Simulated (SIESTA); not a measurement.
Crystal: SiC (Moissanite 6H).

```
Si C
1.0
     3.09500    0.00000    0.00000
    -1.54750    2.68035    0.00000
     0.00000    0.00000   15.17000
Si C
6 6
Direct
  0.66667 0.33333 0.45830
  0.33333 0.66667 0.95830
  0.66667 0.33333 0.79170
  0.33333 0.66667 0.29170
  0.00000 0.00000 0.62500
  0.00000 0.00000 0.12500
  0.66667 0.33333 0.33330
  0.33333 0.66667 0.83330
  0.66667 0.33333 0.66670
  0.33333 0.66667 0.16670
  0.00000 0.00000 0.50000
  0.00000 0.00000 0.00000
```

Program: SIESTA 5.4.2. Alike in all runs: task band structure; no spin polarisation; cell as given; k mesh 10 × 10 × 2; smearing fermi-dirac 0.05 eV; grid cutoff 500 Ry.

Q: Order these runs on this cell by their band gap on the k mesh, lowest first.
A. level PBE; potentials or basis PseudoDojo 0.4 standard (PBE files), TZ (energy shift 0.002 Ry); energy shift 0.002 Ry
B. level SOGGA; potentials or basis PseudoDojo 0.4 standard (PBEsol files), DZP (energy shift 0.002 Ry); energy shift 0.002 Ry
C. level PBE; potentials or basis PseudoDojo 0.4 standard (PBE files), TZP (energy shift 0.005 Ry); energy shift 0.005 Ry

A: B (1.82 eV), C (2.03 eV), A (2.27 eV).

Caveats: the basis of atomic orbitals isn't converged, which shifts pressures, moduli and gaps; the basis has no polarisation orbitals (some runs).

